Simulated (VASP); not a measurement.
# Al2O3 (P-6m2) in VASP: further runs, part 3 of 3

VASP 6.6.1. The steps go on from the part before.

## Step 5: Dielectric tensor, PBE

File INCAR:

```
  ALGO = Normal
  EDIFF = 1E-8
  ENCUT = 460
  GGA = PE
  ISIF = 2
  ISMEAR = 0
  LASPH = T
  LCHARG = F
  LEPSILON = T
  LREAL = F
  LWAVE = F
  NELM = 100
  PREC = Accurate
  SIGMA = 0.01
```

File KPOINTS:

```
k-points
0
Gamma
  6 6 2
```

File POSCAR:

```
Al2O3
1.0
    2.8843249483      0.0000000000      0.0000000000
   -1.4421624742      2.4978986780      0.0000000000
    0.0000000000      0.0000000000      9.3367544600
Al O
2 3
Direct
    0.0000000000      0.0000000000      0.8500076700
    0.0000000000      0.0000000000      0.1499923300
    0.3333333333      0.6666666667      0.7776830800
    0.6666666667      0.3333333333      0.0000000000
    0.3333333333      0.6666666667      0.2223169200
```

Potentials or basis: VASP PAW PBE potentials, release 64 (Al, O).

On the command line:

```
> cat potpaw_PBE.64/Al/POTCAR potpaw_PBE.64/O/POTCAR > POTCAR
> mpirun -np 1 vasp_std > vasp.out
```

OUTCAR:

```text
EDIFF = 1E-8
   ENCUT = 460
   GGA = PE
   ISIF = 2
   ISMEAR = 0
   LASPH = T
   LEPSILON = T
   LREAL = F
   NELM = 100
   PREC = Accurate

 Found     14 irreducible k-points:

 Following reciprocal coordinates:
            Coordinates               Weight
  0.000000  0.000000  0.000000      1.000000
  0.166667  0.000000  0.000000      6.000000
  0.333333 -0.000000  0.000000      6.000000
  0.500000  0.000000  0.000000      3.000000
  0.166667  0.166667  0.000000      6.000000
  0.333333  0.166667  0.000000     12.000000
   k-points           NKPTS =     14   k-points in BZ     NKDIM =     14   number of bands    NBANDS=     16
   number of dos      NEDOS =    301   number of ions     NIONS =      5
   total plane-waves  NPLWV =  28000
   dimension x,y,z NGX =    20 NGY =   20 NGZ =   70
   dimension x,y,z NGXF=    40 NGYF=   40 NGZF=  140
   ions per type =               2   3
   NGX,Y,Z   is equivalent  to a cutoff of  11.53, 11.53, 12.46 a.u.
   NGXF,Y,Z  is equivalent  to a cutoff of  23.06, 23.06, 24.93 a.u.
 SYSTEM =  unknown system
   PREC   = accura    normal or accurate (medium, high low for compatibility)
   ISTART =      0    job   : 0-new  1-cont  2-samecut
   ICHARG =      2    charge: 1-file 2-atom 10-const
   ISPIN  =      1    spin polarized calculation?
   LNONCOLLINEAR =      F non collinear calculations
   LSORBIT =      F    spin-orbit coupling
   LASPH  =      T    aspherical Exc in radial PAW
   ENCUT  =  460.0 eV  33.81 Ry    5.81 a.u.   5.04  5.04 16.33*2*pi/ulx,y,z
   NELM   =    100;   NELMIN=  2; NELMDL= -5     # of ELM steps
   EDIFF  = 0.1E-07   stopping-criterion for ELM
   LREAL  =      F    real-space projection
   EDIFFG = 0.1E-06   stopping-criterion for IOM
   NSW    =      0    number of steps for IOM
   IBRION =     -1    ionic relax: 0-MD 1-quasi-New 2-CG
   NFREE  =      0    steps in history (QN), initial steepest desc. (CG)
   ISIF   =      2    stress and relaxation
   ISYM   =      2    0-nonsym 1-usesym 2-fastsym
   POTIM  = 0.5000    time-step for ionic-motion
   TEBEG  =    0.0;   TEEND  =   0.0 temperature during run
   PSTRESS=    0.0 pullay stress
   NELECT =      24.0000    total number of electrons
   NUPDOWN=      -1.0000    fix difference up-down
[... 196 lines left out ...]
  free energy    TOTEN  =        -0.34753252 eV

  energy without entropy =       -0.34753252

------------------------ aborting loop because EDIFF is reached ----------------------------------------

--------------------------------------- Ionic step        2  -------------------------------------------

------------------------ aborting loop because EDIFF is reached ----------------------------------------

--------------------------------------- Ionic step        3  -------------------------------------------

 Free energy of the ion-electron system (eV)
  ---------------------------------------------------
  ---------------------------------------------------
  free energy    TOTEN  =        -0.19027020 eV

  energy without entropy =       -0.19027020

------------------------ aborting loop because EDIFF is reached ----------------------------------------

 PIEZOELECTRIC TENSOR FIELD DIRECTION 3  (e Angst)
 -----------------------------------------------------------------------------
     0.00000  0.00000  0.00000           ( -0.00000  0.00000 -0.00000)
    -0.00000  0.00000  0.00000           (  0.00000 -0.00000  0.00000)
     0.00000  0.00000 -0.00000           ( -0.00000  0.00000 -0.00000)

 PIEZOELECTRIC TENSOR FIELD DIRECTION 3  (C/m^2)
 -----------------------------------------------------------------------------
     0.00000  0.00000  0.00000
    -0.00000  0.00000  0.00000
     0.00000  0.00000 -0.00000

 MACROSCOPIC STATIC DIELECTRIC TENSOR (including local field effects in DFT)
 ------------------------------------------------------
           2.705613    -0.000000     0.000000
          -0.000000     2.705613     0.000000
           0.000000    -0.000000     1.943036
 ------------------------------------------------------

 PIEZOELECTRIC TENSOR (including local field effects)  for field in x, y, z        (e  Angst)
          XX          YY          ZZ          XY          YZ          ZX
  --------------------------------------------------------------------------------
  x     0.00000    -0.00000    -0.00000    -0.08217     0.00000     0.00000
  y    -0.08217     0.08217    -0.00000    -0.00000     0.00000     0.00000
  z     0.00000     0.00000     0.00000     0.00000     0.00000     0.00000

 PIEZOELECTRIC TENSOR (including local field effects)  for field in x, y, z        (C/m^2)
          XX          YY          ZZ          XY          YZ          ZX
  --------------------------------------------------------------------------------
  x     0.00000    -0.00000    -0.00000    -0.01957     0.00000     0.00000
  y    -0.01957     0.01957    -0.00000    -0.00000     0.00000     0.00000
  z     0.00000     0.00000     0.00000     0.00000     0.00000     0.00000

 BORN EFFECTIVE CHARGES (including local field effects) (in |e|, cummulative output)
 ---------------------------------------------------------------------------------
 ion    1
    1     3.02870    -0.00000     0.00000
    2    -0.00000     3.02870     0.00000
    3     0.00000    -0.00000     1.52085
 ion    2
    1     3.02870    -0.00000    -0.00000
    2    -0.00000     3.02870     0.00000
    3    -0.00000     0.00000     1.52085
 ion    3
    1    -1.90376     0.00000    -0.00000
    2     0.00000    -1.90376     0.00000
    3    -0.00000    -0.00000    -0.91250
 ion    4
    1    -2.24988     0.00000     0.00000
    2     0.00000    -2.24988     0.00000
    3     0.00000     0.00000    -1.21671
 ion    5
    1    -1.90376     0.00000     0.00000
    2     0.00000    -1.90376     0.00000
    3    -0.00000    -0.00000    -0.91250
```

OSZICAR:

```text
[... 13 lines left out ...]
RMM:   6    -0.190704356632E+00    0.53850E-02   -0.10594E-02   808   0.416E-01    0.329E-02
RMM:   7    -0.190536364367E+00    0.16799E-03   -0.25737E-03   787   0.910E-02    0.176E-02
RMM:   8    -0.190225812309E+00    0.31055E-03   -0.22901E-04   787   0.345E-02    0.537E-03
RMM:   9    -0.190272441617E+00   -0.46629E-04   -0.16336E-04   793   0.128E-02    0.265E-03
RMM:  10    -0.190264170993E+00    0.82706E-05   -0.28907E-05   784   0.528E-03    0.593E-04
RMM:  11    -0.190263540414E+00    0.63058E-06    0.27738E-05   795   0.196E-03    0.375E-04
RMM:  12    -0.190270340974E+00   -0.68006E-05   -0.30704E-06   804   0.944E-04    0.686E-05
RMM:  13    -0.190270141225E+00    0.19975E-06    0.94191E-07   621   0.188E-04    0.128E-05
RMM:  14    -0.190270195878E+00   -0.54653E-07    0.16517E-06   335   0.647E-05    0.351E-06
```

stdout:

```text
POSCAR found type information on POSCAR AlO
 POSCAR found :  2 types and       5 ions
 scaLAPACK will be used
 LDA part: xc-table for (Slater+PW92), standard interpolation
 POSCAR, INCAR and KPOINTS ok, starting setup
 FFT: planning ... GRIDC
 FFT: planning ... GRID_SOFT
 FFT: planning ... GRID
 WAVECAR not read
 entering main loop
 Linear response reoptimize wavefunctions to high precision
 Linear response G [H, r] |phi>, progress :
  Direction:   1
 Linear response G [H, r] |phi>, progress :
  Direction:   2
 Linear response G [H, r] |phi>, progress :
  Direction:   3
 Linear response to external field (no local field effect), progress :
  Direction:   1
 dielectric tensor                  component  1 :     2.542    -0.458    -0.000
 Linear response to external field (no local field effect), progress :
  Direction:   2
 dielectric tensor                  component  2 :    -0.458     2.993     0.000
 Linear response to external field (no local field effect), progress :
  Direction:   3
 dielectric tensor                  component  3 :     0.000     0.000     2.588
 Linear response to external field, progress :
  Direction:   1
 dielectric tensor                  component  1 :     2.706     0.000     0.000
 Linear response to external field, progress :
  Direction:   2
 dielectric tensor                  component  2 :    -0.252     2.706    -0.000
 Linear response to external field, progress :
  Direction:   3
 dielectric tensor                  component  3 :     0.000     0.000     1.943
 Born effective charges drift removed
```

Run time: 4.2 min. Hardware: 1 thread of AMD EPYC 7R43 (Zen 3), shared host; peak memory 0.18 GiB.

These settings aren't checked as converged: the numbers below hold their error.

Results:

```yaml
Band_gap_on_the_k_mesh: 4.78 eV, indirect (least direct gap 5.01 eV)
Electronic_dielectric_tensor_diagonal: 2.71, 2.71, 1.94
Born_charges_mean_of_the_diagonal: Al +2.53; O -1.57, -1.91 e
```

Caveat: the cutoff is under 1.25 times the usual one of these potentials, so pressure, stress and relaxed cells hold a basis-set (Pulay) error.

## Step 6: Dielectric tensor, PBE

INCAR is that of step 5.

File KPOINTS:

```
k-points
0
Gamma
  7 7 2
```

POSCAR is that of step 5.

Potentials or basis: VASP PAW PBE potentials, release 64 (Al, O).

On the command line:

```
> cat potpaw_PBE.64/Al/POTCAR potpaw_PBE.64/O/POTCAR > POTCAR
> mpirun -np 1 vasp_std > vasp.out
```

OUTCAR:

```text
EDIFF = 1E-8
   ENCUT = 460
   GGA = PE
   ISIF = 2
   ISMEAR = 0
   LASPH = T
   LEPSILON = T
   LREAL = F
   NELM = 100
   PREC = Accurate

 Found     16 irreducible k-points:

 Following reciprocal coordinates:
            Coordinates               Weight
  0.000000  0.000000  0.000000      1.000000
  0.142857  0.000000  0.000000      6.000000
  0.285714 -0.000000  0.000000      6.000000
  0.428571  0.000000  0.000000      6.000000
  0.142857  0.142857  0.000000      6.000000
  0.285714  0.142857  0.000000     12.000000
   k-points           NKPTS =     16   k-points in BZ     NKDIM =     16   number of bands    NBANDS=     16
   number of dos      NEDOS =    301   number of ions     NIONS =      5
   total plane-waves  NPLWV =  28000
   dimension x,y,z NGX =    20 NGY =   20 NGZ =   70
   dimension x,y,z NGXF=    40 NGYF=   40 NGZF=  140
   ions per type =               2   3
   NGX,Y,Z   is equivalent  to a cutoff of  11.53, 11.53, 12.46 a.u.
   NGXF,Y,Z  is equivalent  to a cutoff of  23.06, 23.06, 24.93 a.u.
 SYSTEM =  unknown system
   PREC   = accura    normal or accurate (medium, high low for compatibility)
   ISTART =      0    job   : 0-new  1-cont  2-samecut
   ICHARG =      2    charge: 1-file 2-atom 10-const
   ISPIN  =      1    spin polarized calculation?
   LNONCOLLINEAR =      F non collinear calculations
   LSORBIT =      F    spin-orbit coupling
[... 236 lines left out ...]
    -0.00000  0.00000  0.00000           ( -0.00000  0.00000  0.00000)
     0.00000 -0.00000  0.00000           (  0.00000 -0.00000  0.00000)
     0.00000  0.00000 -0.00000           (  0.00000  0.00000 -0.00000)

 PIEZOELECTRIC TENSOR FIELD DIRECTION 3  (C/m^2)
 -----------------------------------------------------------------------------
    -0.00000  0.00000  0.00000
     0.00000 -0.00000  0.00000
     0.00000  0.00000 -0.00000

 MACROSCOPIC STATIC DIELECTRIC TENSOR (including local field effects in DFT)
 ------------------------------------------------------
           2.696156    -0.000000     0.000000
          -0.000000     2.696156    -0.000000
          -0.000000    -0.000000     1.942975
 ------------------------------------------------------

 PIEZOELECTRIC TENSOR (including local field effects)  for field in x, y, z        (e  Angst)
          XX          YY          ZZ          XY          YZ          ZX
  --------------------------------------------------------------------------------
  x     0.00000    -0.00000    -0.00000    -0.07964     0.00000     0.00000
  y    -0.07964     0.07964    -0.00000    -0.00000     0.00000     0.00000
  z     0.00000     0.00000     0.00000     0.00000     0.00000     0.00000

 PIEZOELECTRIC TENSOR (including local field effects)  for field in x, y, z        (C/m^2)
          XX          YY          ZZ          XY          YZ          ZX
  --------------------------------------------------------------------------------
  x     0.00000    -0.00000    -0.00000    -0.01897     0.00000     0.00000
  y    -0.01897     0.01897    -0.00000    -0.00000     0.00000     0.00000
  z     0.00000     0.00000     0.00000     0.00000     0.00000     0.00000

 BORN EFFECTIVE CHARGES (including local field effects) (in |e|, cummulative output)
 ---------------------------------------------------------------------------------
 ion    1
    1     3.02673    -0.00000     0.00000
    2    -0.00000     3.02673     0.00000
    3     0.00000     0.00000     1.53871
 ion    2
    1     3.02673    -0.00000    -0.00000
    2    -0.00000     3.02673    -0.00000
    3    -0.00000    -0.00000     1.53871
 ion    3
    1    -1.90425     0.00000     0.00000
    2     0.00000    -1.90425     0.00000
    3    -0.00000    -0.00000    -0.93000
 ion    4
    1    -2.24496     0.00000     0.00000
    2     0.00000    -2.24496     0.00000
    3    -0.00000     0.00000    -1.21743
 ion    5
    1    -1.90425     0.00000    -0.00000
    2     0.00000    -1.90425     0.00000
    3     0.00000     0.00000    -0.93000
```

It took 5.1 min on 1 thread of AMD EPYC 7R43 (Zen 3), shared host; peak memory 0.19 GiB.

These settings aren't checked as converged: the numbers below hold their error.

Results:

* Band gap on the k mesh: 4.79 eV, indirect (least direct gap 5.01 eV)
* Electronic dielectric tensor (diagonal): 2.70, 2.70, 1.94
* Born charges (mean of the diagonal): Al +2.53; O -1.58, -1.90 e

Caveat: the cutoff is under 1.25 times the usual one of these potentials, so pressure, stress and relaxed cells hold a basis-set (Pulay) error; an odd mesh through Γ misses points on the zone boundary, where band edges often lie.

## Step 7: For comparison

An earlier run on the cell as given: functional PBE; potentials or basis VASP PAW PBE potentials, release 64 (Al, O); cutoff 520 eV; k mesh 11 × 11 × 3; occupations fermi-dirac, width 0.05 eV; no spin polarisation.

* Pressure: 0.1 GPa
* Largest force: 0.012 eV/Å
* Band gap on the k mesh: 4.77 eV, indirect (least direct gap 5.01 eV)

## Step 8: Overview

```csv
task,k mesh,smearing,gap on the mesh (eV)
Berry-phase polarisation,11 × 11 × 3,gaussian 0.02 eV,-
Wannier functions by SCDM,6 × 6 × 2,gaussian 0.02 eV,4.77
single point,11 × 11 × 3,fermi-dirac 0.05 eV,4.77
```

Alike in all rows: level PBE; potentials or basis VASP PAW PBE potentials, release 64 (Al, O); no spin polarisation; cell as given; cutoff (eV) 520.

Caveats: an odd mesh through Γ misses points on the zone boundary, where band edges often lie (some runs).

Absolute energies hang on the potentials; compare differences alone.
